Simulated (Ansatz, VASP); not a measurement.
**Ge in VASP and in Ansatz**

```
Ge
1.0
     2.73799    0.00000    0.00000
     0.00000    2.73799    0.00000
     0.00000    0.00000    2.73799
Ge
1
Cartesian
  0.0000 0.0000 0.0000
```

Alike in both runs: task single point; functional PBEsol; k mesh 13 × 13 × 13; occupations fermi-dirac, width 0.1 eV; no spin polarisation.

|  | VASP | Ansatz |
| --- | --- | --- |
| version | VASP 6.6.1 | Ansatz 0.2.0 |
| potentials or method | VASP PAW PBE potentials, release 64 (Ge_d) | plane waves (420 eV) with PAW, scalar-relativistic |
| plane-wave cutoff (eV) | 520 | 420 |
| valence electrons in the cell | 14 | 14 |

|  | VASP | Ansatz | Ansatz less VASP |
| --- | --- | --- | --- |
| pressure (GPa) | -5.1 | -5.1 | +0.06 |

With one functional, cell and mesh, what is left measures potentials, basis and numerics. Ansatz warned: «pseudo_functional_mismatch».

Caveats: the PAW data sets were made with another functional, which shifts forces and pressure a little (VASP).
